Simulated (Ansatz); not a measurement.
# N: how the settings move a relaxation

Aim: see which settings change the result for N, by how much, and at what cost.

Computed with Ansatz 0.2.0 (reference: DFT, PBEsol, PAW with Ansatz's default frozen-core files, scalar-relativistic; relaxation of atoms, unless a step's input says otherwise).

3 further runs of the same task are left out: 3 that didn't finish.

## 1. The structure to begin with

The structure is tetragonal, space group P4_2/mnm (No. 136). The conventional cell has a = 4.461 Å, b = 4.461 Å, c = 5.793 Å, α = 90.00°, β = 90.00°, γ = 90.00°. N (site symmetry m2m) has 1 N at 1.11 Å as nearest neighbours.

Coordinates:

```
CELL_PARAMETERS angstrom
4.46093 0.00000 0.00000
0.00000 4.46093 0.00000
0.00000 0.00000 5.79303
ATOMIC_POSITIONS crystal
N 0.91226 0.91226 0.00000
N 0.58774 0.41226 0.50000
N 0.08774 0.08774 0.00000
N 0.41226 0.58774 0.50000
```

## 2. The reference run

Input file input.yaml:

```yaml
crystal:
  lattice:
    - [4.46092703275, 0.0, 0.0]
    - [0.0, 4.46092703275, 0.0]
    - [0.0, 0.0, 5.79303038449]
  atoms:
    - { symbol: "N", position: [0.912258346174, 0.912258346174, 0.0] }
    - { symbol: "N", position: [0.587741653826, 0.412258346174, 0.5] }
    - { symbol: "N", position: [0.087741653826, 0.087741653826, 0.0] }
    - { symbol: "N", position: [0.412258346174, 0.587741653826, 0.5] }
kpoints:
  mp_grid: { grid: [6, 6, 4] }
scf:
  occupations: { method: fixed }
hamiltonian:
  xc: pbesol
  pseudopotentials: { kind: paw }
relax:
  f_tol: 0.002
  max_steps: 80
output:
  forces: true
  stress: true
```

Started as:

```console
ansatz run input.yaml --threads 1 --pin off --max-ram 3072MiB --backend cpu --events-out ev --progress --plain --runs-dir out
```

## 3. Changing settings: symmetry.detect false

Edit input.yaml of step 2 so:

```diff
@@ -10,2 +10,3 @@
     - { symbol: "N", position: [0.412258346174, 0.587741653826, 0.5] }
+  symmetry: { detect: false }
 kpoints:
```

What does the calculation give? Wanted: for each run, ending; energy change; pressure; gap; force.

The runs gave:

```csv
run,ending,energy change,pressure (GPa),gap (eV),force (eV/Å),cycles,time
reference,converged,0,0.0,7.41,0.00,16,6.1 s
1: symmetry.detect false,converged,0.0 meV/atom,0.0,7.41,0.00,36,29 s
```

What this shows: With the changed use of symmetry the energy agrees within 0.5 meV/atom. Cost: 36 SCF cycles against 16, 29 s against 6.1 s.
